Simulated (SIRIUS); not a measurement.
# GaAs (F-43m) in SIRIUS: reference runs

Aim: a first look at GaAs with PBEsol, on the cell as given.

All numbers are computed with SIRIUS 7.10.0; they aren't measurements. Logs are shortened: lines on timing, memory, paths and dates and some standing lists are left out, and cuts for length are marked. The log counts tension as positive stress, the text compression.

**What was measured.**

“Evidence of valence band perturbations in GaAsN/GaAs(001): A combined variable-angle spectroscopic ellipsometry and modulated photoreflectance investigation”, 2008, arxiv:0805.2212 reports, for a bulk crystal of GaAs at 300 K: band gap 1.412 ± 0.01 eV (direct).

How close the calculation comes is told below.

## (1) The structure

The structure is cubic, space group F-43m (No. 216). Conventional cell: a = 5.654 Å, b = 5.654 Å, c = 5.654 Å, α = 90.00°, β = 90.00°, γ = 90.00°. Around As (site symmetry -43m) lie 4 Ga at 2.45 Å. Ga (site symmetry -43m) is surrounded by 4 As at 2.45 Å.

## (2) Single point, PBEsol

The input, sirius.json:

```json
{
  "control": {
    "processing_unit": "cpu",
    "verbosity": 2,
    "num_bands_to_print": 22,
    "print_forces": true,
    "print_stress": true
  },
  "parameters": {
    "electronic_structure_method": "pseudopotential",
    "xc_functionals": ["XC_GGA_X_PBE_SOL", "XC_GGA_C_PBE_SOL"],
    "gk_cutoff": 9.2,
    "pw_cutoff": 18.4,
    "ngridk": [8, 8, 8],
    "shiftk": [0, 0, 0],
    "smearing": "fermi_dirac",
    "smearing_width": 0.0018374661,
    "num_bands": 22,
    "num_mag_dims": 0,
    "num_dft_iter": 100,
    "energy_tol": 1e-08,
    "density_tol": 1e-06
  },
  "iterative_solver": {
    "type": "davidson",
    "min_tolerance": 1e-09,
    "tolerance_scale": [0.1, 0.25]
  },
  "mixer": {
    "type": "anderson",
    "beta": 0.7,
    "max_history": 8
  },
  "settings": {
    "tol_ne": 1e-10,
    "pseudo_grid_cutoff": 6.5
  },
  "unit_cell": {
    "lattice_vectors": [
      [0.0, 5.341972295398, 5.341972295398],
      [5.341972295398, 0.0, 5.341972295398],
      [5.341972295398, 5.341972295398, 0.0]
    ],
    "atom_coordinate_units": "lattice",
    "atom_types": ["As", "Ga"],
    "atom_files": {
      "As": "As.json",
      "Ga": "Ga.json"
    },
    "atoms": {
      "As": [
        [0.75, 0.75, 0.75]
      ],
      "Ga": [
        [0.0, 0.0, 0.0]
      ]
    }
  }
}
```

Potentials or basis: PseudoDojo 0.4.1 PBEsol standard (scalar relativistic).

Command:

```
> upf_to_json As.upf
> upf_to_json Ga.upf
> OMP_NUM_THREADS=1 sirius.scf --input=sirius.json --output=out.json --task=0
```

What it wrote:

```text
[info] SIRIUS version : 7.10.0
[info] number of MPI ranks           : 1
[info] MPI grid                      : 1 1
[info] maximum number of OMP threads : 1
[fft] FFT context for density and potential
[fft] =====================================
[fft]   comm size                             : 1
[fft]   plane wave cutoff                     : 18.4
[fft]   grid size                             : 48 48 48   total : 110592
[fft]   grid limits                           : -23 24   -23 24   -23 24
[fft]   number of G-vectors within the cutoff : 15976
[fft]   local number of G-vectors             : 15976
[fft]   number of G-shells                    : 865
[fft] FFT context for coarse grid
[fft] =====================================
[fft]   comm size                             : 1
[fft]   plane wave cutoff                     : 18.4
[fft]   grid size                             : 48 48 48   total : 110592
[fft]   grid limits                           : -23 24   -23 24   -23 24
[fft]   number of G-vectors within the cutoff : 15976
[fft]   local number of G-vectors             : 15976
[fft]   number of G-shells                    : 865
[unit cell] lattice vectors
[unit cell]   a1 :       0.0000000000      5.3419722954      5.3419722954
[unit cell]   a2 :       5.3419722954      0.0000000000      5.3419722954
[unit cell]   a3 :       5.3419722954      5.3419722954      0.0000000000
[unit cell] reciprocal lattice vectors
[unit cell]   b1 :      -0.5880960214      0.5880960214      0.5880960214
[unit cell]   b2 :       0.5880960214     -0.5880960214      0.5880960214
[unit cell]   b3 :       0.5880960214      0.5880960214     -0.5880960214
[unit cell] unit cell volume :       304.88417977 [a.u.^3]
[unit cell] 1/sqrt(omega)    :         0.05727071
[unit cell] MT volume        :         0.00000000 ( 0.00%)
[unit cell] IT volume        :       304.88417977 (100.00%)
[unit cell] number of atom types : 2
[unit cell] type id : 0 symbol : As mt_radius :  13.410000 num_atoms : 1
[unit cell] type id : 1 symbol : Ga mt_radius :  19.010000 num_atoms : 1
[unit cell] total number of atoms : 2
[unit cell] number of symmetry classes : 2
[unit cell] number of PAW atoms : 0
[unit cell] atom id  type id  class id             position                      vector_field
[unit cell] ------------------------------------------------------------------------------------------
[unit cell]      0        0        0      0.75000   0.75000   0.75000      0.00000   0.00000   0.00000
[unit cell]      1        1        1      0.00000   0.00000   0.00000      0.00000   0.00000   0.00000
[unit cell] atom id         position (Cartesian, a.u.)
[unit cell] ---------------------------------------------
[unit cell]      0       8.012958    8.012958    8.012958
[unit cell]      1       0.000000    0.000000    0.000000
[unit cell] class id : 0 atom id : 0
[unit cell] class id : 1 atom id : 1
[unit cell] minimum bond length:     4.626284
[unit cell] total number of pseudo wave-functions: 18
[sym] space group number   : 216
[sym] international symbol : F-43m
[sym] Hall symbol          : F -4 2 3
[sym] space group transformation matrix :
[... 269 lines left out ...]
[diagonalize] iterative solver tolerance (occupied, empty): 7.4377e-09 7.4377e-09
[diagonalize] average number of iterations: 2.58621
[find] Total energy                   :    -182.30732305 (Ha),    -364.61464610 (Ry)
[find] Free energy (E-TS)             :    -182.30732475 (Ha),    -364.61464951 (Ry)
[find] band gap (eV)                  :       0.44131018
[find] Efermi                         :       0.32768246
[find] iteration : 9, RMS : 7.314672799694e-08, energy difference : -4.565094968711e-10
[find] Hartree energy of density residual : 7.012309193074e-13
[find] bands are converged : true
[find] iterative solver converged : false
[find] +------------------------------+
[find] | SCF iteration  10 out of 100|
[find] +------------------------------+
[diagonalize] iterative solver tolerance (occupied, empty): 1.85942e-09 1.85942e-09
[diagonalize] average number of iterations: 2.62069
[diagonalize] Lowest band energies
[diagonalize] ik:    0   -0.975864   -0.975864   -0.975864   -0.975500   -0.975500   -0.225563   -0.225563   -0.225563   -0.222671   -0.222671   -0.150150    0.318496    0.318496    0.318496    0.334714    0.454757    0.454757    0.454757    0.590841    0.691615    0.691615    0.739509
[diagonalize] ik:    1   -0.975863   -0.975859   -0.975859   -0.975499   -0.975499   -0.226067   -0.225431   -0.225431   -0.222678   -0.222678   -0.143423    0.245396    0.309774    0.309774    0.375052    0.467586    0.467586    0.470744    0.626203    0.658398    0.658398    0.713913
[diagonalize] ik:    2   -0.975859   -0.975848   -0.975848   -0.975496   -0.975496   -0.227168   -0.225146   -0.225146   -0.222661   -0.222661   -0.124638    0.165415    0.293484    0.293484    0.369503    0.486525    0.486525    0.534453    0.642304    0.649240    0.649240    0.752437
[diagonalize] ik:    3   -0.975857   -0.975837   -0.975837   -0.975493   -0.975493   -0.228150   -0.224920   -0.224920   -0.222584   -0.222584   -0.099459    0.101103    0.280946    0.280946    0.357294    0.489520    0.489520    0.594683    0.643674    0.692488    0.692488    0.818453
[diagonalize] ik:    4   -0.975855   -0.975833   -0.975833   -0.975491   -0.975491   -0.228531   -0.224847   -0.224847   -0.222531   -0.222531   -0.085087    0.073356    0.276443    0.276443    0.352681    0.487543    0.487543    0.597732    0.696006    0.754662    0.754662    0.775262
[diagonalize] ...
[diagonalize] ik:   24   -0.975878   -0.975818   -0.975808   -0.975510   -0.975474   -0.229072   -0.224295   -0.224103   -0.223249   -0.222369   -0.076383    0.095572    0.205788    0.226829    0.413089    0.433579    0.547134    0.635389    0.684300    0.751165    0.807765    0.838634
[diagonalize] ik:   25   -0.975864   -0.975828   -0.975803   -0.975506   -0.975477   -0.229175   -0.224386   -0.224019   -0.223103   -0.222478   -0.061767    0.077784    0.182683    0.220220    0.426142    0.489489    0.532731    0.604693    0.663512    0.765232    0.791955    0.838602
[diagonalize] ik:   26   -0.975852   -0.975839   -0.975809   -0.975501   -0.975482   -0.228986   -0.224532   -0.224145   -0.222957   -0.222572   -0.066932    0.083983    0.177348    0.232887    0.439080    0.508416    0.516158    0.600015    0.636742    0.700717    0.832316    0.847093
[diagonalize] ik:   27   -0.975881   -0.975812   -0.975798   -0.975513   -0.975470   -0.229477   -0.224056   -0.223879   -0.223340   -0.222340   -0.056888    0.070492    0.202159    0.205645    0.409245    0.417721    0.615793    0.623372    0.720232    0.770087    0.806360    0.816963
[diagonalize] ik:   28   -0.975854   -0.975840   -0.975798   -0.975505   -0.975478   -0.229227   -0.224404   -0.223933   -0.223065   -0.222537   -0.055798    0.074211    0.187442    0.194494    0.487436    0.488812    0.515242    0.537516    0.722659    0.768474    0.804359    0.823474
[find] Charges and magnetic moments
[find] --------------------------------------------------------------------------------
[find] total charge          : 28.000000
[find] Energy
[find] --------------------------------------------------------------------------------
[find] valence_eval_sum               :     -11.01347651
[find] <rho|V^{XC}>                   :     -29.41104763
[find] <rho|E^{XC}>                   :     -44.23400469
[find] <mag|B^{XC}>                   :       0.00000000
[find] <rho|V^{H}>                    :     114.58894194
[find] one-electron contribution      :     -96.19137082 (Ha),    -192.38274164 (Ry)
[find] hartree contribution           :      57.29447097
[find] xc contribution                :     -44.23400469
[find] ewald contribution             :     -99.17641689
[find] PAW contribution               :       0.00000000
[find] smearing (-TS)                 :      -0.00000170
[find] SCF correction                 :      -0.00000162
[find] Total energy                   :    -182.30732305 (Ha),    -364.61464610 (Ry)
[find] Free energy (E-TS)             :    -182.30732475 (Ha),    -364.61464951 (Ry)
[find] band gap (eV)                  :       0.44131174
[find] Efermi                         :       0.32768251
[find] iteration : 10, RMS : 1.457954874995e-08, energy difference : -1.258513293578e-10
[find] Hartree energy of density residual : 1.262044995317e-14
[find] bands are converged : true
[find] iterative solver converged : true
[find] converged after 11 SCF iterations!
[find] Charges and magnetic moments
[find] --------------------------------------------------------------------------------
[find] total charge          : 28.000000
[find] Energy
[find] --------------------------------------------------------------------------------
[find] valence_eval_sum               :     -11.01347651
[find] <rho|V^{XC}>                   :     -29.41104763
[find] <rho|E^{XC}>                   :     -44.23400469
[find] <mag|B^{XC}>                   :       0.00000000
[find] <rho|V^{H}>                    :     114.58894194
[find] one-electron contribution      :     -96.19137082 (Ha),    -192.38274164 (Ry)
[find] hartree contribution           :      57.29447097
[find] xc contribution                :     -44.23400469
[find] ewald contribution             :     -99.17641689
[find] PAW contribution               :       0.00000000
[find] smearing (-TS)                 :      -0.00000170
[find] SCF correction                 :      -0.00000162
[find] Total energy                   :    -182.30732305 (Ha),    -364.61464610 (Ry)
[find] Free energy (E-TS)             :    -182.30732475 (Ha),    -364.61464951 (Ry)
[find] band gap (eV)                  :       0.44131174
[find] Efermi                         :       0.32768251
[ground_state] === stress tensor components [kbar] ===
[ground_state] === stress_kin ===
[ground_state] -89287.726077   -0.000000    0.000000
[ground_state]    -0.000000-89287.726077    0.000000
[ground_state]     0.000000    0.000000-89287.726077
[ground_state] === stress_har ===
[ground_state] -18429.526402   -0.000000    0.000000
[ground_state]    -0.000000-18429.526402    0.000000
[ground_state]     0.000000    0.000000-18429.526402
[ground_state] === stress_ewald ===
[ground_state] 31901.409728    0.000000    0.000000
[ground_state]     0.00000031901.409728   -0.000000
[ground_state]     0.000000   -0.00000031901.409728
[ground_state] === stress_vloc ===
[ground_state]   695.433129    0.000000    0.000000
[ground_state]     0.000000  695.433129   -0.000000
[ground_state]     0.000000   -0.000000  695.433129
[ground_state] === stress_xc ===
[ground_state] -14040.573664   -0.000000    0.000000
[ground_state]    -0.000000-14040.573664    0.000000
[ground_state]     0.000000    0.000000-14040.573664
[ground_state] === stress_core ===
[ground_state] 23949.541516    0.000000    0.000000
[ground_state]     0.00000023949.541516   -0.000000
[ground_state]     0.000000   -0.00000023949.541516
[ground_state] === stress_nonloc ===
[ground_state] 65208.802448    0.000000    0.000000
[ground_state]     0.00000065208.802448   -0.000000
[ground_state]     0.000000   -0.00000065208.802448
[ground_state] === stress_us_nl ===
[ground_state] 65208.802448    0.000000    0.000000
[ground_state]     0.00000065208.802448   -0.000000
[ground_state]     0.000000   -0.00000065208.802448
[ground_state] === stress_total ===
[ground_state]    -2.639322   -0.000000    0.000000
[ground_state]    -0.000000   -2.639322    0.000000
[ground_state]     0.000000    0.000000   -2.639322
[ground_state] ==== total Forces in Ha/bohr =====
[ground_state] atom:    0, force:       0.0000000      0.0000000      0.0000000
[ground_state] atom:    1, force:       0.0000000     -0.0000000      0.0000000
[ground_state] ==== ultrasoft contribution from Qij =====
[ground_state] atom:    0, force:       0.0000000      0.0000000      0.0000000
[... 7 lines left out ...]
[ground_state] ==== contribution from core density =====
[ground_state] atom:    0, force:       0.0000000      0.0000000      0.0000000
[ground_state] atom:    1, force:      -0.0000000      0.0000000      0.0000000
[ground_state] ==== Ewald forces from ions =====
[ground_state] atom:    0, force:       0.0000000      0.0000000      0.0000000
[ground_state] atom:    1, force:       0.0000000      0.0000000      0.0000000
[~DFT_ground_state] local op. applied: 16340
[~DFT_ground_state] evp. work count: 2957.65
[~DFT_ground_state] number of iterative solver steps: 1132
```

Wall time 44 s (1 thread of Arm Neoverse V2, shared host); peak memory 0.41 GiB.

What came out:

| Quantity | Value |
| --- | --- |
| Free energy | -4960.8350 eV |
| Pressure | 0.3 GPa |
| Band gap on the k mesh | 0.44 eV |

## (3) Against experiment

Step 2. Measured gap of GaAs: 1.412 eV (direct; 300 K; “Evidence of valence band perturbations in GaAsN/GaAs(001): A combined variable-angle spectroscopic ellipsometry and modulated photoreflectance investigation”, 2008, arxiv:0805.2212). This calculation gives 0.44 eV (-0.97 eV). 3 values of this kind are on record (1.412 to 1.51 eV); this one was drawn at random among those near their median, those with a stated uncertainty first. Spin-orbit coupling on As, Ga is left out. The value is that of PBEsol on a finite k mesh, which can miss the band edges, without temperature or zero-point motion. Semilocal functionals fall short of measured gaps as a rule.
